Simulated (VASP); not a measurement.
# SnO2 (Cassiterite) (P4_2/mnm) in VASP: a series of runs

One crystal, SnO2 (Cassiterite), is run at these levels: LDA; tasks: single point.

Program: VASP 6.6.1. These are calculated values, not measurements. Logs are shortened: lines on timing, memory, paths and dates and some standing lists are left out, and cuts for length are marked.

### Step 1. The undisturbed crystal

It takes space group P4_2/mnm (No. 136, tetragonal). The conventional cell has a = 4.738 Å, b = 4.738 Å, c = 3.187 Å, α = 90.00°, β = 90.00°, γ = 90.00°. Sn (site symmetry mmm) has 6 O at 2.05 to 2.06 Å as nearest neighbours. O (site symmetry m2m) is surrounded by 3 Sn at 2.05 to 2.06 Å.

### Step 2. Single point, LDA

INCAR reads:

```
PREC = Accurate
ENCUT = 400
EDIFF = 1E-7
ISMEAR = 0
SIGMA = 0.2
LREAL = False
LASPH = True
NELM = 100
ALGO = Normal
ISIF = 2
LWAVE = False
LCHARG = False
GGA = CA
NBANDS = 35
ADDGRID = False
```

KPOINTS reads:

```
regular mesh
0
Gamma
  3 3 4
```

POSCAR reads:

```
SnO2
1.0
    4.7380000000      0.0000000000      0.0000000000
    0.0000000000      4.7380000000      0.0000000000
    0.0000000000      0.0000000000      3.1865000000
Sn O
2 4
Direct
    0.5083380000      0.5032920000      0.5086530000
   -0.0051220000      0.0135540000     -0.0007820000
    0.8109230000      0.1826710000      0.5004320000
    0.6982190000      0.6813010000      0.0618330000
    0.2015220000      0.8103230000      0.4933280000
    0.2970720000      0.3208310000      0.0016070000
```

Potentials or basis: VASP PAW LDA potentials, release 64 (Sn_d, O).

On the command line:

```sh
> cat potpaw_LDA.64/Sn_d/POTCAR potpaw_LDA.64/O/POTCAR > POTCAR
> mpirun -np 1 vasp_std > vasp.out
```

OUTCAR:

```text
PREC = Accurate
   ENCUT = 400
   EDIFF = 1E-7
   ISMEAR = 0
   LREAL = False
   LASPH = True
   NELM = 100
   ISIF = 2
   GGA = CA

 Found     19 irreducible k-points:

 Following reciprocal coordinates:
            Coordinates               Weight
  0.000000  0.000000  0.000000      1.000000
  0.333333  0.000000  0.000000      2.000000
  0.000000  0.333333  0.000000      2.000000
  0.333333  0.333333  0.000000      2.000000
 -0.333333  0.333333  0.000000      2.000000
  0.000000  0.000000  0.250000      2.000000
   k-points           NKPTS =     19   k-points in BZ     NKDIM =     19   number of bands    NBANDS=     35
   number of dos      NEDOS =    301   number of ions     NIONS =      6
   total plane-waves  NPLWV =  24576
   dimension x,y,z NGX =    32 NGY =   32 NGZ =   24
   dimension x,y,z NGXF=    64 NGYF=   64 NGZF=   48
   ions per type =               2   4
   NGX,Y,Z   is equivalent  to a cutoff of  11.23, 11.23, 12.52 a.u.
   NGXF,Y,Z  is equivalent  to a cutoff of  22.46, 22.46, 25.04 a.u.
 SYSTEM =  unknown system
   PREC   = accura    normal or accurate (medium, high low for compatibility)
   ISTART =      0    job   : 0-new  1-cont  2-samecut
   ICHARG =      2    charge: 1-file 2-atom 10-const
   ISPIN  =      1    spin polarized calculation?
   LNONCOLLINEAR =      F non collinear calculations
   LSORBIT =      F    spin-orbit coupling
   LASPH  =      T    aspherical Exc in radial PAW
   ENCUT  =  400.0 eV  29.40 Ry    5.42 a.u.   7.73  7.73  5.20*2*pi/ulx,y,z
   NELM   =    100;   NELMIN=  2; NELMDL= -5     # of ELM steps
   EDIFF  = 0.1E-06   stopping-criterion for ELM
   LREAL  =      F    real-space projection
   EDIFFG = 0.1E-05   stopping-criterion for IOM
   NSW    =      0    number of steps for IOM
   IBRION =     -1    ionic relax: 0-MD 1-quasi-New 2-CG
   NFREE  =      0    steps in history (QN), initial steepest desc. (CG)
   ISIF   =      2    stress and relaxation
   ISYM   =      2    0-nonsym 1-usesym 2-fastsym
   POTIM  = 0.5000    time-step for ionic-motion
   TEBEG  =    0.0;   TEEND  =   0.0 temperature during run
   PSTRESS=    0.0 pullay stress
   NELECT =      52.0000    total number of electrons
   NUPDOWN=      -1.0000    fix difference up-down
   EMIN   =  10.00;   EMAX   =-10.00  energy-range for DOS
   EFERMI =   0.00;   METHOD = LEGACY
   ISMEAR =     0;   SIGMA  =   0.20  broadening in eV -4-tet -1-fermi 0-gaus
   EFERMI_NEDOS =   21; number of points for ismear=-14 and -15
   IALGO  =     38    algorithm
   IMIX   =      4    mixing-type and parameters
     AMIX     =   0.40;   BMIX     =  1.00
     AMIX_MAG =   1.60;   BMIX_MAG =  1.00
  volume/ion in A,a.u.               =      11.92        80.45
  Fermi-wavevector in a.u.,A,eV,Ry     =   1.472000  2.781677 29.480903  2.166785
  Thomas-Fermi vector in A             =   2.587068
   LORBIT       =      0    0 simple, 1 ext, 2 COOP (PROOUT), +10 PAW based schemes
   GGA     = CA    functional components
   LHFCALC =     F    Hartree Fock is set to
   AEXX    =    0.0000 exact exchange contribution
   IVDW    =     0    specifies the selected vdW correction
   LEPSILON=     F    determine dielectric tensor
   LRPA    =     F    only Hartree local field effects (RPA)
 non-spin polarized calculation
 Gauss-broadening in eV      SIGMA  =   0.20
  energy-cutoff  :      400.00
  volume of cell :       71.53
 maximum number of plane-waves:      1310
   NGX = 15   NGY = 15   NGZ = 11

 number of electron      52.0000002 magnetization

 Free energy of the ion-electron system (eV)
  ---------------------------------------------------
  ext. energy  EPLUGINS =         0.00000000
  ---------------------------------------------------
  free energy    TOTEN  =       -41.89362501 eV

  energy without entropy =      -41.89362125  energy(sigma->0) =      -41.89362313

 E-fermi :   6.5079     XC(G=0): -11.7916

 val. band max:        5.9631340293   @ k =   0.0000   0.0000   0.0000
 cond. band min:       7.0525784973   @ k =   0.0000   0.0000   0.0000
 fundamental gap:      1.0894444680
 Fermi energy:         6.5078569215

 k-point     1 :       0.0000    0.0000    0.0000
  band No.  band energies     occupation
      1     -15.2142      2.00000
      2     -14.5774      2.00000
      3     -14.1485      2.00000
      4     -14.1365      2.00000
      5     -14.1161      2.00000
      6     -13.9790      2.00000
[... 27 lines left out ...]
     34      17.7350      0.00000
     35      18.1321      0.00000

 k-point     2 :       0.3333    0.0000    0.0000
  band No.  band energies     occupation
      1     -15.0702      2.00000
      2     -14.7147      2.00000
      3     -14.1905      2.00000
      4     -14.1320      2.00000
      5     -14.1018      2.00000
      6     -14.0511      2.00000
[... 27 lines left out ...]
     34      17.7578      0.00000
     35      18.2495      0.00000

 k-point     3 :       0.0000    0.3333    0.0000
  band No.  band energies     occupation
      1     -15.0697      2.00000
      2     -14.7260      2.00000
      3     -14.1644      2.00000
      4     -14.1318      2.00000
      5     -14.1162      2.00000
      6     -14.0526      2.00000
[... 27 lines left out ...]
     34      17.8232      0.00000
     35      18.0615      0.00000

 k-point     4 :       0.3333    0.3333    0.0000
  band No.  band energies     occupation
      1     -15.0292      2.00000
      2     -14.8654      2.00000
      3     -14.1657      2.00000
      4     -14.1381      2.00000
      5     -14.1051      2.00000
      6     -14.0558      2.00000
[... 27 lines left out ...]
     34      17.9077      0.00000
     35      18.2359      0.00000

 k-point     5 :      -0.3333    0.3333    0.0000
  band No.  band energies     occupation
      1     -15.0402      2.00000
      2     -14.8534      2.00000
      3     -14.1628      2.00000
      4     -14.1328      2.00000
      5     -14.1039      2.00000
      6     -14.0669      2.00000
[... 27 lines left out ...]
     34      17.8409      0.00000
     35      18.3068      0.00000

 k-point     6 :       0.0000    0.0000    0.2500
  band No.  band energies     occupation
      1     -14.9871      2.00000
      2     -14.7066      2.00000
      3     -14.5353      2.00000
      4     -14.1417      2.00000
      5     -14.0207      2.00000
      6     -13.9770      2.00000
[... 27 lines left out ...]
     34      17.4556      0.00000
     35      18.0040      0.00000

 [... further k-points ...]
[... 5 lines left out ...]
  --------------------------------------------------------------------------------------
  -------------------------------------------------------------------------------------
  Total       -1.6827326     -1.7552033      0.2133857      0.3790927     -1.5219873     -1.5005359
  in kB      -37.6896099    -39.3128000      4.7793844      8.4908654    -34.0892607    -33.6087937
  external PRESSURE =     -24.0743419 kB  Pullay stress =       0.0000000 kB

 VOLUME and BASIS-vectors are now :
 -----------------------------------------------------------------------------
  energy-cutoff  :      400.00
  volume of cell :       71.53
      direct lattice vectors                 reciprocal lattice vectors
     4.738000000  0.000000000  0.000000000     0.211059519  0.000000000  0.000000000
     0.000000000  4.738000000  0.000000000     0.000000000  0.211059519  0.000000000
     0.000000000  0.000000000  3.186500000     0.000000000  0.000000000  0.313823945

 POSITION                                       TOTAL-FORCE (eV/Angst)
 -----------------------------------------------------------------------------------
      2.40851      2.38460      1.62082        -1.686264     -0.760528      2.121385
      4.71373      0.06422      3.18401         1.484920     -1.869401      0.059687
      3.84215      0.86550      1.59463        -1.306375      1.044921      0.301244
      3.30816      3.22800      0.19703         1.527103      1.394826     -3.064129
      0.95481      3.83931      1.57199        -0.331161      0.416129      0.543155
      1.40753      1.52010      0.00512         0.311777     -0.225947      0.038658
 -----------------------------------------------------------------------------------
    total drift:                               -0.002012     -0.001602     -0.000269

  FREE ENERGIE OF THE ION-ELECTRON SYSTEM (eV)
  ---------------------------------------------------
  free  energy   TOTEN  =       -41.8936250098 eV

  energy  without entropy=      -41.8936212465  energy(sigma->0) =      -41.89362313
```

It took 22 s on 1 thread of Intel Xeon Platinum 8488C (Sapphire Rapids), shared host; peak memory 0.15 GiB.

These settings aren't checked as converged: the numbers below hold their error.

Results:

```yaml
Free_energy: -41.8936 eV
Largest_force: 3.697 eV/Å
Band_gap_on_the_k_mesh: 1.09 eV, direct
```

Caveat: the k mesh is coarse (spacing up to 0.49 Å⁻¹), so the values aren't converged; the cutoff is under 1.25 times the usual one of these potentials, so pressure, stress and relaxed cells hold a basis-set (Pulay) error; spin-orbit coupling is left out, which moves the levels of the heavy elements.

### Step 3. Single point, LDA

INCAR, as its differences from that of step 2:

```diff
@@ -4,3 +4,3 @@
 ISMEAR = 0
-SIGMA = 0.2
+SIGMA = 0.01
 LREAL = False
```

KPOINTS is that of step 2.

POSCAR is that of step 2.

Potentials or basis: VASP PAW LDA potentials, release 64 (Sn_d, O).

On the command line:

```sh
> cat potpaw_LDA.64/Sn_d/POTCAR potpaw_LDA.64/O/POTCAR > POTCAR
> mpirun -np 1 vasp_std > vasp.out
```

Wall time 22 s (1 thread of Intel Xeon Platinum 8488C (Sapphire Rapids), shared host); peak memory 0.15 GiB.

The run converged, but some of its settings lie outside the range that counts as converged, so its numbers aren't taken as properties of the crystal.

What came out:

- Free energy: -41.8936 eV
- Largest force: 3.697 eV/Å
- Band gap on the k mesh: 1.09 eV, direct

Caveat: the k mesh is coarse (spacing up to 0.49 Å⁻¹), so the values aren't converged; the cutoff is under 1.25 times the usual one of these potentials, so pressure, stress and relaxed cells hold a basis-set (Pulay) error; spin-orbit coupling is left out, which moves the levels of the heavy elements.

### Step 4. Single point, LDA

INCAR, as its differences from that of step 3:

```diff
@@ -1,2 +1,2 @@
-PREC = Accurate
+PREC = Normal
 ENCUT = 400
@@ -4,3 +4,3 @@
 ISMEAR = 0
-SIGMA = 0.01
+SIGMA = 0.05
 LREAL = False
```

KPOINTS is that of step 3.

POSCAR is that of step 3.

Potentials or basis: VASP PAW LDA potentials, release 64 (Sn_d, O).

On the command line:

```sh
> cat potpaw_LDA.64/Sn_d/POTCAR potpaw_LDA.64/O/POTCAR > POTCAR
> mpirun -np 1 vasp_std > vasp.out
```

OUTCAR:

```text
PREC = Normal
   ENCUT = 400
   EDIFF = 1E-7
   ISMEAR = 0
   LREAL = False
   LASPH = True
   NELM = 100
   ISIF = 2
   GGA = CA

 Found     19 irreducible k-points:

 Following reciprocal coordinates:
            Coordinates               Weight
  0.000000  0.000000  0.000000      1.000000
  0.333333  0.000000  0.000000      2.000000
  0.000000  0.333333  0.000000      2.000000
  0.333333  0.333333  0.000000      2.000000
 -0.333333  0.333333  0.000000      2.000000
  0.000000  0.000000  0.250000      2.000000
   k-points           NKPTS =     19   k-points in BZ     NKDIM =     19   number of bands    NBANDS=     35
   number of dos      NEDOS =    301   number of ions     NIONS =      6
   total plane-waves  NPLWV =   9216
   dimension x,y,z NGX =    24 NGY =   24 NGZ =   16
   dimension x,y,z NGXF=    48 NGYF=   48 NGZF=   32
   ions per type =               2   4
   NGX,Y,Z   is equivalent  to a cutoff of   8.42,  8.42,  8.35 a.u.
   NGXF,Y,Z  is equivalent  to a cutoff of  16.84, 16.84, 16.70 a.u.
 SYSTEM =  unknown system
   PREC   = normal    normal or accurate (medium, high low for compatibility)
   ISTART =      0    job   : 0-new  1-cont  2-samecut
   ICHARG =      2    charge: 1-file 2-atom 10-const
   ISPIN  =      1    spin polarized calculation?
   LNONCOLLINEAR =      F non collinear calculations
   LSORBIT =      F    spin-orbit coupling
   LASPH  =      T    aspherical Exc in radial PAW
   ENCUT  =  400.0 eV  29.40 Ry    5.42 a.u.   7.73  7.73  5.20*2*pi/ulx,y,z
   NELM   =    100;   NELMIN=  2; NELMDL= -5     # of ELM steps
   EDIFF  = 0.1E-06   stopping-criterion for ELM
   LREAL  =      F    real-space projection
   EDIFFG = 0.1E-05   stopping-criterion for IOM
   NSW    =      0    number of steps for IOM
   IBRION =     -1    ionic relax: 0-MD 1-quasi-New 2-CG
   NFREE  =      0    steps in history (QN), initial steepest desc. (CG)
   ISIF   =      2    stress and relaxation
   ISYM   =      2    0-nonsym 1-usesym 2-fastsym
   POTIM  = 0.5000    time-step for ionic-motion
   TEBEG  =    0.0;   TEEND  =   0.0 temperature during run
   PSTRESS=    0.0 pullay stress
   NELECT =      52.0000    total number of electrons
   NUPDOWN=      -1.0000    fix difference up-down
   EMIN   =  10.00;   EMAX   =-10.00  energy-range for DOS
   EFERMI =   0.00;   METHOD = LEGACY
   ISMEAR =     0;   SIGMA  =   0.05  broadening in eV -4-tet -1-fermi 0-gaus
   EFERMI_NEDOS =   21; number of points for ismear=-14 and -15
   IALGO  =     38    algorithm
   IMIX   =      4    mixing-type and parameters
     AMIX     =   0.40;   BMIX     =  1.00
     AMIX_MAG =   1.60;   BMIX_MAG =  1.00
  volume/ion in A,a.u.               =      11.92        80.45
  Fermi-wavevector in a.u.,A,eV,Ry     =   1.472000  2.781677 29.480903  2.166785
  Thomas-Fermi vector in A             =   2.587068
   LORBIT       =      0    0 simple, 1 ext, 2 COOP (PROOUT), +10 PAW based schemes
   GGA     = CA    functional components
   LHFCALC =     F    Hartree Fock is set to
   AEXX    =    0.0000 exact exchange contribution
   IVDW    =     0    specifies the selected vdW correction
   LEPSILON=     F    determine dielectric tensor
   LRPA    =     F    only Hartree local field effects (RPA)
 non-spin polarized calculation
 Gauss-broadening in eV      SIGMA  =   0.05
  energy-cutoff  :      400.00
  volume of cell :       71.53
 maximum number of plane-waves:      1310
   NGX = 15   NGY = 15   NGZ = 11

 number of electron      52.0000028 magnetization

 Free energy of the ion-electron system (eV)
  ---------------------------------------------------
  ext. energy  EPLUGINS =         0.00000000
  ---------------------------------------------------
  free energy    TOTEN  =       -41.89961057 eV

  energy without entropy =      -41.89961057  energy(sigma->0) =      -41.89961057

 E-fermi :   6.2855     XC(G=0): -11.7916

 val. band max:        5.9631986452   @ k =   0.0000   0.0000   0.0000
 cond. band min:       7.0528437163   @ k =   0.0000   0.0000   0.0000
 fundamental gap:      1.0896450711
 Fermi energy:         6.2854988009

 k-point     1 :       0.0000    0.0000    0.0000
  band No.  band energies     occupation
      1     -15.2141      2.00000
      2     -14.5773      2.00000
      3     -14.1486      2.00000
      4     -14.1365      2.00000
      5     -14.1161      2.00000
      6     -13.9790      2.00000
[... 27 lines left out ...]
     34      17.7348      0.00000
     35      18.1320      0.00000
[... 159 lines left out ...]
      5     -14.0207      2.00000
      6     -13.9770      2.00000
[... 27 lines left out ...]
     34      17.4555      0.00000
     35      18.0039      0.00000

 [... further k-points ...]
[... 5 lines left out ...]
  --------------------------------------------------------------------------------------
  -------------------------------------------------------------------------------------
  Total       -1.6508870     -1.7263694      0.2484831      0.3783563     -1.5232255     -1.5010523
  in kB      -36.9763369    -38.6669828      5.5654909      8.4743721    -34.1169930    -33.6203606
  external PRESSURE =     -23.3592763 kB  Pullay stress =       0.0000000 kB

 VOLUME and BASIS-vectors are now :
 -----------------------------------------------------------------------------
  energy-cutoff  :      400.00
  volume of cell :       71.53
      direct lattice vectors                 reciprocal lattice vectors
     4.738000000  0.000000000  0.000000000     0.211059519  0.000000000  0.000000000
     0.000000000  4.738000000  0.000000000     0.000000000  0.211059519  0.000000000
     0.000000000  0.000000000  3.186500000     0.000000000  0.000000000  0.313823945

 POSITION                                       TOTAL-FORCE (eV/Angst)
 -----------------------------------------------------------------------------------
      2.40851      2.38460      1.62082        -1.685764     -0.762126      2.123257
      4.71373      0.06422      3.18401         1.485383     -1.870199      0.058650
      3.84215      0.86550      1.59463        -1.304816      1.048488      0.300470
      3.30816      3.22800      0.19703         1.525151      1.397544     -3.064654
      0.95481      3.83931      1.57199        -0.331104      0.416747      0.544350
      1.40753      1.52010      0.00512         0.311149     -0.230454      0.037927
 -----------------------------------------------------------------------------------
    total drift:                               -0.000754      0.005867      0.002836

  FREE ENERGIE OF THE ION-ELECTRON SYSTEM (eV)
  ---------------------------------------------------
  free  energy   TOTEN  =       -41.8996105699 eV

  energy  without entropy=      -41.8996105699  energy(sigma->0) =      -41.89961057
```

stdout:

```text
POSCAR found type information on POSCAR SnO
 POSCAR found :  2 types and       6 ions
 scaLAPACK will be used
 LDA part: xc-table for (Slater(with rela. corr.)+CA(PZ))
 , standard interpolation
 POSCAR, INCAR and KPOINTS ok, starting setup
 FFT: planning ... GRIDC
 FFT: planning ... GRID_SOFT
 FFT: planning ... GRID
 WAVECAR not read
 entering main loop
```

Wall time 15 s (1 thread of Intel Xeon Platinum 8488C (Sapphire Rapids), shared host); peak memory 0.13 GiB.

These settings aren't checked as converged: the numbers below hold their error.

What came out:

- Free energy: -41.8996 eV
- Largest force: 3.697 eV/Å
- Band gap on the k mesh: 1.09 eV, direct

Caveat: the k mesh is coarse (spacing up to 0.49 Å⁻¹), so the values aren't converged; the cutoff is under 1.25 times the usual one of these potentials, so pressure, stress and relaxed cells hold a basis-set (Pulay) error; spin-orbit coupling is left out, which moves the levels of the heavy elements.

[end of part 1 of 2]
